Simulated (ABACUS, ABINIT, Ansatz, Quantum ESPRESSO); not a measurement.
# Cost and result for the equilibrium volume of GaP

**What was measured.** The equilibrium volume of GaP (F-43m) is reported as 20.24 Å³/atom at 298 K (a printed reference work). The runs below try to reproduce it.

It takes space group F-43m (No. 216, cubic). Conventional cell: a = 5.451 Å, b = 5.451 Å, c = 5.451 Å, α = 90.00°, β = 90.00°, γ = 90.00°. Ga (site symmetry -43m) is surrounded by 4 P at 2.36 Å. Around P (site symmetry -43m) lie 4 Ga at 2.36 Å.

| rung | level | program and potentials | cutoff (eV) | k mesh | smearing | task | spin | core time | chip | equilibrium volume (Å³/atom) | miss | notes |
| --- | --- | --- | --- | --- | --- | --- | --- | --- | --- | --- | --- | --- |
| GGA + dispersion | RPBE+D3(BJ) | Ansatz, all-electron LAPW, scalar-relativistic | - | 8 × 8 × 8 | fermi-dirac 0.05 | relaxation of cell and atoms | off | 33 s | Arm Neoverse V1 | 18.58 | -8.2 % | - |
| GGA | revPBE | Ansatz, all-electron LAPW, scalar-relativistic | - | 8 × 8 × 8 | fermi-dirac 0.05 | relaxation of cell and atoms | off | 60 s | Intel Xeon Skylake/Cascade Lake | 21.26 | +5.0 % | - |
| GGA | BLYP | ABACUS, PseudoDojo NC SR 0.5 PBE stringent, plane waves | 1551 | 6 × 6 × 6 | fermi-dirac 0.05 | relaxation of cell and atoms | off | 1.7 min | AMD EPYC 7R43 Zen 3 | 21.79 | +7.7 % | potentials made for PBE; 13 valence electrons an atom on average |
| GGA | PBE | ABINIT, Ansatz NC PBE | 1088 | 6 × 6 × 6 | fermi-dirac 0.05 | relaxation of cell and atoms | off | 2.5 min | Arm Neoverse V1 | 20.89 | +3.2 % | 9 valence electrons an atom on average |
| GGA | BP86 | Quantum ESPRESSO, PseudoDojo 0.4 FR PBE standard | 1088 | 6 × 6 × 6 | fixed | equation of state | SOC, no magnetisation | 6.7 min | Arm Neoverse V2 | 21.06 | +4.1 % | potentials made for PBE |

Times are single runs on shared hosts and different chips, so they are rough; meshes, cutoffs and the tasks' sizes weigh on the time. Smearing widths are in eV. Meshes differ between rows, which moves values too. Meshes are those of the run's cell of 2 atoms unless a note names another. Relaxations start from the cell shown or near it and stop with a little pressure left. Misses use the values as printed. Runs on faulty files, with rough fits or with known faults for this quantity aren't shown.

By rung: GGA + dispersion 18.58; GGA 20.89 to 21.79 (Å³/atom). Measured: 20.24 Å³/atom at 298 K (a printed reference work). Closest is PBE (+3.2 %). The runs are for a static lattice, while measurements hold temperature and zero-point motion.
